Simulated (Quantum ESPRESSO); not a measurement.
The system is KF.

```xyz
2
Lattice="3.2590 0.0000 0.0000 0.0000 3.2590 0.0000 0.0000 0.0000 3.2590" Properties=species:S:1:pos:R:3 pbc="T T T"
K     0.0000    0.0000    0.0000
F     1.6295    1.6295    1.6295
```

The cell comes from a database or a generator and needn't be the stable form of this composition.

```yaml
Program: Quantum ESPRESSO 7.5
Task: single point
Functional: PBE
Potentials_or_basis: SSSP 1.3 efficiency PBE
Cutoff: 816 eV
Density_cutoff: 6531 eV
k_mesh: 8 × 8 × 8
Occupations: fermi-dirac, width 0.05 eV
Spin: no spin polarisation
```

On this cell: pressure 0.0 GPa; largest force zero by symmetry; band gap on the k mesh 6.27 eV, indirect (least direct gap 6.32 eV).

The same run follows on a disturbed copy (atoms moved at random, drawn with an rms of 0.05 Å):

```
K F
1.0
     3.25895    0.00000    0.00000
     0.00000    3.25895    0.00000
     0.00000    0.00000    3.25895
K F
1 1
Direct
  0.99886 0.00911 0.98961
  0.50522 0.49190 0.48728
```

What changes?

The energy moves by +0.7 meV/atom; pressure 0.0 GPa; largest force 0.044 eV/Å; band gap on the k mesh 6.27 eV, indirect (least direct gap 6.32 eV).

Forces in eV/Å, atoms in the order of the input:
```
K    0.016 -0.041 -0.006
F   -0.016  0.041  0.006
```

A k mesh can miss the band edges.
